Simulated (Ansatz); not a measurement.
Crystal: Re, diamond type, 2 atoms in the cell.

Level of theory: PBE, plane waves, PAW datasets (generated hard set) (Ansatz).

Cutoff 700 eV; k-mesh 17×17×17 Γ-centred; Fermi–Dirac smearing of 0.0612 eV; no spin polarisation; no spin–orbit coupling.

The fit to the energies gives V₀ = 22.565 Å³/atom (a₀ = 5.652 Å), B₀ = 177 GPa, B₀′ = 4.21.

What pressure does the program print at V = 23.935 Å³/atom, and how far above the lowest computed point (V = 22.580 Å³/atom) does the energy lie?

-9.24 GPa and 41.60 meV/atom. All points:

```json
{"V (Å³/atom)": "21.226", "a (Å)": "5.5375", "E − E(min) (meV/atom)": "48.95", "P (GPa)": "12.35"}
{"V (Å³/atom)": "21.677", "a (Å)": "5.5765", "E − E(min) (meV/atom)": "20.73", "P (GPa)": "7.75"}
{"V (Å³/atom)": "22.129", "a (Å)": "5.6150", "E − E(min) (meV/atom)": "4.82", "P (GPa)": "3.61"}
{"V (Å³/atom)": "22.580", "a (Å)": "5.6529", "E − E(min) (meV/atom)": "0.00", "P (GPa)": "-0.12"}
{"V (Å³/atom)": "23.032", "a (Å)": "5.6904", "E − E(min) (meV/atom)": "5.17", "P (GPa)": "-3.48"}
{"V (Å³/atom)": "23.484", "a (Å)": "5.7273", "E − E(min) (meV/atom)": "19.33", "P (GPa)": "-6.51"}
{"V (Å³/atom)": "23.935", "a (Å)": "5.7638", "E − E(min) (meV/atom)": "41.60", "P (GPa)": "-9.24"}
```

The published all-electron PBE values for this crystal (mean of FLEUR and WIEN2k, k-spacing 0.06 Å⁻¹; Bosoni et al., Nat. Rev. Phys. 6, 45 (2024)) are V₀ = 22.574 Å³/atom, B₀ = 177.3 GPa, B₀′ = 4.20. This run's mesh is coarser (spacing 0.11 Å⁻¹), so part of any difference comes from k-sampling.

The stress includes the program's correction for the finite plane-wave basis.

This cubic structure is a model: it isn't the usual form of the substance at ambient conditions, and such phases are metastable or hypothetical.
